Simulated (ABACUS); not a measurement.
**PbSe (Clausthalite) under changes of volume**

One of the cells (28.671 Å³/atom); the others are scaled copies at fixed shape and fractional positions:

```
Pb Se
1.0
     0.00000    3.06065    3.06065
     3.06065    0.00000    3.06065
     3.06065    3.06065    0.00000
Pb Se
1 1
Direct
  0.00000 0.00000 0.00000
  0.50000 0.50000 0.50000
```

```yaml
Program: ABACUS 3.10.1
Functional: PBE
Potentials_or_basis: PseudoDojo NC SR 0.4.1 PBE standard
Cutoff: 1361 eV
Density_cutoff: 5442 eV
Basis: TZDP LCAO (the cutoffs set its grid)
k_mesh: 8 × 8 × 8
Occupations: fermi-dirac, width 0.05 eV
Spin: no spin polarisation
```

```csv
volume (Å³/atom),energy over the lowest point (meV/atom),pressure (GPa),gap on the mesh (eV)
26.951,?,?,?
27.524,37.31,5.1,0.17
28.097,21.54,3.7,0.25
28.671,10.35,2.5,0.32
29.244,3.38,1.4,0.38
29.818,0.08,0.4,0.44
30.391,0.00,-0.4,0.49
```

Question: What does the run at 26.951 Å³/atom give?

Answer: Energy over the lowest point 58.09 meV/atom; pressure 6.5 GPa; gap on the mesh 0.09 eV.

Worked out: A Birch-Murnaghan fit of order 3 (a polynomial in V^(-2/3)) to the other rows has its minimum at 30.11 Å³/atom with B0 = V·E''(V) = 45 GPa and B' = 5.3. It gives 58.38 meV/atom at 26.951 Å³/atom, against the run's 58.09, and -dE/dV = 6.7 GPa, against 6.5.

Energies are extrapolated to zero smearing.

Caveats: the atomic orbitals were generated for these runs and aren't a published set; spin-orbit coupling is left out, which as a rule narrows the gap of such compounds by several tenths of an eV; the basis of atomic orbitals isn't converged, which shifts pressures, moduli and gaps.

A mesh can miss the band edges.
